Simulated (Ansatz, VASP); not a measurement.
# One calculation of NaI, two programs

The input INCAR:

```
SYSTEM = NaI
PREC = Accurate
ENCUT = 520
EDIFF = 1E-7
ISMEAR = -1
SIGMA = 0.05
LREAL = .False.
LASPH = .True.
NELM = 60
ALGO = Normal
ISIF = 2
LWAVE = .False.
LCHARG = .False.
NBANDS = 14
```

Contents of KPOINTS:

```
regular mesh
0
Gamma
  7 7 7
  0 0 0
```

POSCAR

```
NaI
1.0
    0.0000000000      3.2578337372      3.2578337372
    3.2578337372      0.0000000000      3.2578337372
    3.2578337372      3.2578337372      0.0000000000
I Na
1 1
Direct
    0.5000000000      0.5000000000      0.5000000000
    0.0000000000      0.0000000000      0.0000000000
```

File input.yaml:

```yaml
crystal:
  lattice:
    - [0.0, 3.2578337372, 3.2578337372]
    - [3.2578337372, 0.0, 3.2578337372]
    - [3.2578337372, 3.2578337372, 0.0]
  atoms:
    - { symbol: I, position: [0.5, 0.5, 0.5] }
    - { symbol: Na, position: [0.0, 0.0, 0.0] }
kpoints:
  mp_grid: { grid: [7, 7, 7] }
scf:
  occupations: { method: fermi_dirac, width: 0.05 }
hamiltonian:
  xc: lda
  pseudopotentials: { kind: all_electron, lapw: { basis_error: 0.001 } }
output:
  forces: true
  stress: true
  eigenvalues: true
```

Change from the starting cell: volume scaled by 1.02.

Alike in both runs: task single point; functional LDA; k mesh 7 × 7 × 7; occupations fermi-dirac, width 0.05 eV; no spin polarisation.

|  | VASP | Ansatz |
| --- | --- | --- |
| version | VASP 6.6.1 | Ansatz 0.2.0 |
| potentials or method | VASP PAW LDA potentials, release 64 (I, Na_pv) | all-electron LAPW, scalar-relativistic |
| plane-wave cutoff (eV) | 520 | see its input |

|  | VASP | Ansatz | Ansatz less VASP |
| --- | --- | --- | --- |
| gap on the k mesh at the Fermi level (eV) | 3.29 | 3.28 | -0.013 |
| least direct gap on the mesh (eV) | 3.29 | 3.28 | -0.013 |
| pressure (GPa) | -1.9 | -1.9 | -0.01 |

Ansatz ran all-electron here, so the differences hold the error of VASP's frozen core and of both bases.

Caveats: spin-orbit coupling is left out, which moves the levels of the heavy elements.
